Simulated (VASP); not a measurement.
**RbBr in VASP 6.6.1, relaxation**

INCAR

```
LASPH = .TRUE.
SIGMA = 0.01
IBRION = 2
GGA = PS
LWAVE = .FALSE.
NBANDS = 15
ISMEAR = -4
ISIF = 3
ENCUT = 600
NSW = 40
PREC = Accurate
LCHARG = .FALSE.
EDIFFG = -5E-3
LREAL = .FALSE.
NELM = 120
EDIFF = 1E-7
```

KPOINTS

```
KPOINTS created by Atomic Simulation Environment
0
Gamma
6 6 6
0 0 0
```

POSCAR

```
Rb Br
 1.0000000000000000
     0.0000000000000000    3.8928605836447376    3.8928605836447376
     3.8928605836447376   -0.0000000000000000    3.8928605836447376
     3.8928605836447376    3.8928605836447376    0.0000000000000000
 Rb  Br
   1   1
Cartesian
  0.0000000000000000  0.0000000000000000 -0.0000000000000000
  1.9464302918223688  1.9464302918223688  1.9464302918223688
```

The recommended PBE PAW datasets give the neutral cell 16 valence electrons.

Command

```
mpirun -np 1 vasp_std
```

Question: Predict the outcome of this run.

Answer: It converged. Results: relaxed cell vector lengths 5.408, 5.408, 5.408 Å; relaxed cell volume 111.86 Å³.

OSZICAR

```
N       E                     dE             d eps       ncg     rms          rms(c)
DAV:   1     0.954414962750E+02    0.95441E+02   -0.65747E+03   480   0.966E+02
DAV:   2     0.303588467507E+01   -0.92406E+02   -0.84129E+02   637   0.162E+02
DAV:   3    -0.617384204786E+01   -0.92097E+01   -0.91642E+01   634   0.529E+01
DAV:   4    -0.648652218224E+01   -0.31268E+00   -0.31260E+00   756   0.937E+00
DAV:   5    -0.648876046382E+01   -0.22383E-02   -0.22383E-02   634   0.816E-01    0.266E+00
DAV:   6    -0.613502880949E+01    0.35373E+00   -0.44712E-01   627   0.265E+00    0.169E+00
DAV:   7    -0.608878624589E+01    0.46243E-01   -0.21501E-01   641   0.188E+00    0.912E-01
DAV:   8    -0.611499804984E+01   -0.26212E-01   -0.26243E-02   650   0.834E-01    0.161E-01
DAV:   9    -0.611952158428E+01   -0.45235E-02   -0.41883E-03   536   0.276E-01    0.115E-01
DAV:  10    -0.612218186771E+01   -0.26603E-02   -0.19626E-03   494   0.222E-01    0.285E-02
...
       N       E                     dE             d eps       ncg     rms          rms(c)
DAV:   1    -0.613127037397E+01   -0.62420E-03   -0.11318E-02   550   0.612E-01    0.117E-01
DAV:   2    -0.613078394811E+01    0.48643E-03   -0.94518E-04   643   0.169E-01    0.529E-02
DAV:   3    -0.613065790706E+01    0.12604E-03   -0.39008E-04   667   0.102E-01    0.171E-02
DAV:   4    -0.613066079314E+01   -0.28861E-05   -0.12102E-05   665   0.168E-02    0.903E-03
DAV:   5    -0.613066326235E+01   -0.24692E-05   -0.39164E-06   780   0.983E-03    0.383E-03
DAV:   6    -0.613066386008E+01   -0.59773E-06   -0.45591E-07   522   0.473E-03    0.108E-03
DAV:   7    -0.613066402357E+01   -0.16349E-06   -0.45906E-08   401   0.158E-03    0.606E-04
DAV:   8    -0.613066394005E+01    0.83520E-07   -0.11706E-08   373   0.891E-04
   4 F= -.61306639E+01 E0= -.61306639E+01  d E =-.836152E-02
```

Standard output (part)

```
POSCAR found type information on POSCAR RbBr
 POSCAR found :  2 types and       2 ions
 LDA part: xc-table for (Slater+PW92), standard interpolation
 POSCAR, INCAR and KPOINTS ok, starting setup
 WAVECAR not read
 entering main loop
 curvature:   0.00 expect dE= 0.000E+00 dE for cont linesearch  0.000E+00
 search vector abs. value=  0.679E-02
 bond charge predicted
 trial-energy change:   -0.005473  1 .order   -0.005436   -0.006790   -0.004082
 bond charge predicted
 curvature:  -1.22 expect dE=-0.199E-04 dE for cont linesearch -0.199E-04
 ZBRENT: extrapolating
 opt :   2.3857  next Energy=    -6.130665 (dE=-0.836E-02)
 bond charge predicted
 curvature:  -1.15 expect dE=-0.602E-07 dE for cont linesearch -0.602E-07
 search vector abs. value=  0.524E-07
 reached required accuracy - stopping structural energy minimisation
```

| ionic step | ΔE (meV/atom) | volume (Å³) | largest force (eV/Å) | pressure (GPa) | electronic steps |
| --- | --- | --- | --- | --- | --- |
| 1 | 0.0 | 117.99 | 0.000 | -0.42 | 15 |
| 2 | -2.7 | 115.39 | 0.000 | -0.26 | 9 |
| 3 | -4.2 | 112.14 | 0.000 | -0.02 | 9 |
| 4 | -4.2 | 111.86 | 0.000 | 0.00 | 8 |

For comparison, a separate PBEsol relaxation on usual settings, not on those above, ends at 111.86 Å³.
